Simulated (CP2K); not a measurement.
Set up this calculation in CP2K 2026.2, as the native input.

```yaml
Task: single point
Functional: LDA
Potentials_or_basis: GTH_POTENTIALS S GTH-PADE-q6, Mg GTH-PADE-q10; TZVP-MOLOPT-PBE-GTH basis
Density_cutoff: 19048 eV
k_mesh: 8 × 8 × 8
Occupations: gaussian, width 0.05 eV
Spin: no spin polarisation
SCF_solver: diagonalisation with k points
Quickstep_method: GPW
EPS_DEFAULT: 1.0E-10
EPS_SCF: 1.0E-6
MAX_SCF: 100
SCF_GUESS: ATOMIC
k_points_reduced_by_the_point_group: yes
Mesh_centred_on_Gamma: yes
CHOLESKY: OFF
EPS_EIGVAL: 1.0E-7
MIXING_METHOD: BROYDEN_MIXING
MIXING_ALPHA: 0.4
NBUFFER: 8
NGRIDS: 4
Basis_sets: S TZVP-MOLOPT-PBE-GTH-q6, Mg TZVP-MOLOPT-PBE-GTH-q10
Potentials: S GTH-PADE-q6 of GTH_POTENTIALS, Mg GTH-PADE-q10 of GTH_POTENTIALS
ADDED_MOS: "[10]"
REL_CUTOFF_Ry: 60 Ry
MIXING_BETA_1/bohr: 1.5 1/bohr
CUTOFF_of_the_grids: 1400 Ry
```

The system is MgS.

```xyz
2
Lattice="4.0066 0.0000 0.0000 2.0033 3.4698 0.0000 2.0033 1.1566 3.2714" Properties=species:S:1:pos:R:3 pbc="T T T"
S     2.0033    1.1566    0.8179
Mg    0.0000    0.0000    0.0000
```

The cell comes from a database or a generator and needn't be the stable form of this composition.

These files were run (other wordings do the same):

mgs_scf.inp

```
&GLOBAL
  PROJECT mgs_scf
  RUN_TYPE ENERGY_FORCE
  PRINT_LEVEL LOW
&END GLOBAL
&FORCE_EVAL
  METHOD QS
  STRESS_TENSOR ANALYTICAL
  &DFT
    BASIS_SET_FILE_NAME BASIS_MOLOPT_UZH
    POTENTIAL_FILE_NAME GTH_POTENTIALS
    &MGRID
      CUTOFF 1400
      REL_CUTOFF 60
      NGRIDS 4
    &END MGRID
    &QS
      METHOD GPW
      EPS_DEFAULT 1.0E-10
    &END QS
    &KPOINTS
      SCHEME MONKHORST-PACK 8 8 8
      GAMMA_CENTERED T
      SYMMETRY T
      SYMMETRY_BACKEND SPGLIB
    &END KPOINTS
    &SCF
      SCF_GUESS ATOMIC
      EPS_SCF 1.0E-6
      MAX_SCF 100
      ADDED_MOS 10
      CHOLESKY OFF
      EPS_EIGVAL 1.0E-7
      &DIAGONALIZATION ON
        ALGORITHM STANDARD
      &END DIAGONALIZATION
      &MIXING ON
        METHOD BROYDEN_MIXING
        ALPHA 0.4
        BETA 1.5
        NBUFFER 8
      &END MIXING
      &SMEAR ON
        METHOD GAUSSIAN
        SIGMA [eV] 0.05
      &END SMEAR
    &END SCF
    &XC
      &XC_FUNCTIONAL
        &LDA_X
        &END LDA_X
        &LDA_C_PW
        &END LDA_C_PW
      &END XC_FUNCTIONAL
    &END XC
    &PRINT
      &KPOINTS ON
      &END KPOINTS
      &MULLIKEN ON
      &END MULLIKEN
      &MO ON
        ENERGIES T
        OCCUPATION_NUMBERS T
        &EACH
          QS_SCF 0
        &END EACH
        ADD_LAST NUMERIC
      &END MO
      &LOWDIN ON
      &END LOWDIN
      &HIRSHFELD ON
        SHAPE_FUNCTION DENSITY
      &END HIRSHFELD
      &E_DENSITY_CUBE ON
        STRIDE 2
      &END E_DENSITY_CUBE
      &V_HARTREE_CUBE ON
        STRIDE 2
      &END V_HARTREE_CUBE
      &ELF_CUBE ON
        STRIDE 2
      &END ELF_CUBE
    &END PRINT
  &END DFT
  &SUBSYS
    &CELL
      A 4.0066367940 0.0000000000 0.0000000000
      B 2.0033183970 3.4698492474 0.0000000000
      C 2.0033183970 1.1566164158 3.2714052433
      PERIODIC XYZ
    &END CELL
    &COORD
      S   2.0033183970 1.1566164158 0.8178513108
      Mg  0.0000000000 0.0000000000 0.0000000000
    &END COORD
    &KIND S
      BASIS_SET TZVP-MOLOPT-PBE-GTH-q6
      POTENTIAL GTH-PADE-q6
    &END KIND
    &KIND Mg
      BASIS_SET TZVP-MOLOPT-PBE-GTH-q10
      POTENTIAL GTH-PADE-q10
    &END KIND
    &PRINT
      &ATOMIC_COORDINATES ON
      &END ATOMIC_COORDINATES
      &CELL ON
      &END CELL
      &SYMMETRY ON
      &END SYMMETRY
    &END PRINT
  &END SUBSYS
  &PRINT
    &FORCES ON
    &END FORCES
    &STRESS_TENSOR ON
    &END STRESS_TENSOR
  &END PRINT
&END FORCE_EVAL
```

Potentials or basis: GTH_POTENTIALS S GTH-PADE-q6, Mg GTH-PADE-q10; TZVP-MOLOPT-PBE-GTH basis.

The run is started by

```bash
$ OMP_NUM_THREADS=1 cp2k.psmp -i mgs_scf.inp -o mgs_scf.out
```

It gave:

| Item | Value |
| --- | --- |
| Pressure | -0.8 GPa |
| Band gap on the k mesh | 3.03 eV, direct |
| Mulliken charges | S -0.99; Mg +0.99 e |
| Hirshfeld charges | S -0.29; Mg +0.29 e |

Caveat: Mulliken charges move with the basis; the basis of atomic orbitals isn't converged, which shifts pressures, moduli and gaps.

Run time: 20 s on 1 thread of Arm Neoverse V2 (shared host), peak memory 0.7 GiB.
